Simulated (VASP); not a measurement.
A run of VASP 6.6.1 is set up as follows.

File INCAR:

```
ALGO     = Fast           # electronic algorithm
EDIFF    = 1E-7           # SCF threshold, eV
ENCUT    = 520            # plane-wave cutoff, eV
GGA      = PE             # functional
ISIF     = 2              # what is computed and relaxed
ISMEAR   = 0              # smearing method
LASPH    = True           # aspherical terms in the spheres
LCHARG   = False          # write CHGCAR
LREAL    = False          # projectors in reciprocal space
LWAVE    = False          # write WAVECAR
NBANDS   = 17             # bands
NELM     = 100            # most SCF steps
PREC     = Accurate       # precision mode
SIGMA    = 0.15           # smearing width, eV
```

Contents of KPOINTS:

```
k-points
0
Gamma
  12 12 6
```

POSCAR

```
Sr
1.0
    4.3531117145      0.0000000000      0.0000000000
   -2.1765558572      3.3633469123      0.0000000000
    0.0000000000      0.0000000000      7.5042481023
Sr
2
Direct
    0.3333333333      0.6666666667      0.2500000000
    0.6666666667      0.3333333333      0.7500000000
```

Potentials or basis: VASP PAW PBE potentials, release 64 (Sr_sv).

Command:

```console
$ cat potpaw_PBE.64/Sr_sv/POTCAR > POTCAR
$ mpirun -np 1 vasp_std > vasp.out
```

Task: Predict the band gap on the k mesh.

Result: None (metal or under the smearing width).

Task: Estimate the largest force.

Result: 0.069 eV/Å.

Stress tensor (GPa, compression positive):
```
 0.18  0.00  0.00
 0.00  2.10  0.00
 0.00  0.00 -1.70
```
